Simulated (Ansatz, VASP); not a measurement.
# One calculation of Zr, two programs

Contents of INCAR:

```
PREC = Accurate ; ENCUT = 520
EDIFF = 1E-6 ; ISMEAR = -1
SIGMA = 0.1 ; LREAL = False
LASPH = True ; NELM = 100
ALGO = Normal ; ISIF = 2
LWAVE = False ; LCHARG = False
GGA = PE ; NBANDS = 12
```

The input KPOINTS:

```
Automatic mesh
0
Gamma
  14 14 14
```

The input POSCAR:

```
Zr
1.0
    2.3892811007      0.0000000000      0.0000000000
    0.0000000000      2.3892811007      0.0000000000
    0.0000000000      0.0000000000      2.3892811007
Zr
1
Direct
    0.0000000000      0.0000000000      0.0000000000
```

Input for Ansatz:

```yaml
crystal:
  lattice:
    - [2.3892811007, 0.0, 0.0]
    - [0.0, 2.3892811007, 0.0]
    - [0.0, 0.0, 2.3892811007]
  atoms:
    - { symbol: Zr, position: [0.0, 0.0, 0.0] }
kpoints:
  mp_grid: { grid: [14, 14, 14] }
  band_path:
    path:
      - [0.0, 0.0, 0.0]
      - [0.0, 0.5, 0.0]
      - [0.5, 0.5, 0.0]
      - [0.0, 0.0, 0.0]
      - [0.5, 0.5, 0.5]
      - [0.0, 0.5, 0.0]
      - [0.5, 0.5, 0.5]
      - [0.5, 0.5, 0.0]
    npoints: 8
scf:
  occupations: { method: fermi_dirac, width: 0.1 }
hamiltonian:
  xc: pbe
  pseudopotentials: { kind: paw }
output:
  forces: true
  stress: true
  eigenvalues: true
  populations: true
  dos: { projected: true, de: 0.2, e_range: [-14, 8] }
```

Change from the starting cell: volume scaled by 0.55, PAW files.

Alike in both runs: task single point; functional PBE; k mesh 14 × 14 × 14; occupations fermi-dirac, width 0.1 eV; no spin polarisation.

|  | VASP | Ansatz |
| --- | --- | --- |
| version | VASP 6.6.1 | Ansatz 0.2.0 |
| potentials or method | VASP PAW PBE potentials, release 64 (Zr_sv) | PAW with Ansatz's default frozen-core files, scalar-relativistic |
| plane-wave cutoff (eV) | 520 | 420 |
| valence electrons in the cell | 12 | 12 |

|  | VASP | Ansatz | Ansatz less VASP |
| --- | --- | --- | --- |
| pressure (GPa) | 127.5 | 126.1 | -1.40 |

With one functional, cell and mesh, what is left measures potentials, basis and numerics.

Caveats: the cell as given lies far from equilibrium; so large a pressure means that the cell lies far from this level's equilibrium, or that cutoff or potentials fall short (VASP).
